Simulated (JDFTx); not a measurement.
Input of a JDFTx 1.7.0 (patched build) run:

File Al.in:

```
include Al.lattice
coords-type Lattice
include Al.ionpos

ion-species pseudo/Al.upf
elec-cutoff 20
elec-ex-corr gga-PBEsol
kpoint-folding 12 12 12
elec-smearing Fermi 0.0018374661
elec-n-bands 6
electronic-SCF nIterations 100 energyDiffThreshold 1e-09
electronic-minimize nIterations 30 energyDiffThreshold 1e-7
forces-output-coords Cartesian

dump-name run.$VAR
dump End Ecomponents EigStats BandEigs Kpoints Forces Stress State
```

File Al.lattice:

```
lattice \
    0.0000000000     3.8263269058     3.8263269058 \
    3.8263269058     0.0000000000     3.8263269058 \
    3.8263269058     3.8263269058     0.0000000000
```

The input Al.ionpos:

```
ion Al     0.0000000000     0.0000000000     0.0000000000 1
```

Potentials or basis: PseudoDojo-SR-PBEsol-0.4.1-standard.

Run with:

```sh
$ jdftx -c 1 -i Al.in -o Al.out
```

**Question.** Predict the pressure.

**Answer.** -2.0 GPa.

**Question.** What does it give for the band gap on the k mesh?

**Answer.** None (metal or under the smearing width).
